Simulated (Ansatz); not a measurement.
Trigonal deformation path in InSb

Method: Ansatz 0.2.0, DFT r2SCAN, scalar-relativistic, plane waves, PAW. Settings: plane waves to 500 eV, k-mesh 20×20×20 (Γ-centred), Gaussian smearing 0.15 eV. No spin polarisation. Energies are free energies at this smearing, counted from the undisturbed cell; pressure is positive in compression.

Zero of the scan (relaxed at this level; with this scan's settings it stands at -0.1 GPa; this rock-salt form isn't the usual structure):

```yaml
crystal:
  lattice:
    - [0.00000, 3.04560, 3.04560]
    - [3.04560, 0.00000, 3.04560]
    - [3.04560, 3.04560, 0.00000]
  atoms:
    - { symbol: In, position: [0.00000, 0.00000, 0.00000] }
    - { symbol: Sb, position: [0.50000, 0.50000, 0.50000] }
```

At fixed volume and fractional coordinates, lengths along (0.577, 0.577, 0.577) are scaled against those across it; ρ is that ratio over its starting value. The cell is metallic on the mesh throughout. At ρ = 0.500 the cell becomes cubic (Pm-3m), and there the slope of the energy vanishes by symmetry.

| ρ | ΔE (meV/atom) |
| --- | --- |
| 0.500 | 207.5 |
| 0.710 | 174.0 |
| 1.000 | 0.0 |
| 2.000 | 249.6 |

Q: Predict the pressure (GPa) at each point.

A:
```
    ρ  pressure (GPa)
0.500            -2.1
0.710            -0.4
1.000            -0.1
2.000            -1.6
```

Cost: 4 runs of about 4.4 core-minutes in all, on Arm Neoverse V2 (shared hosts).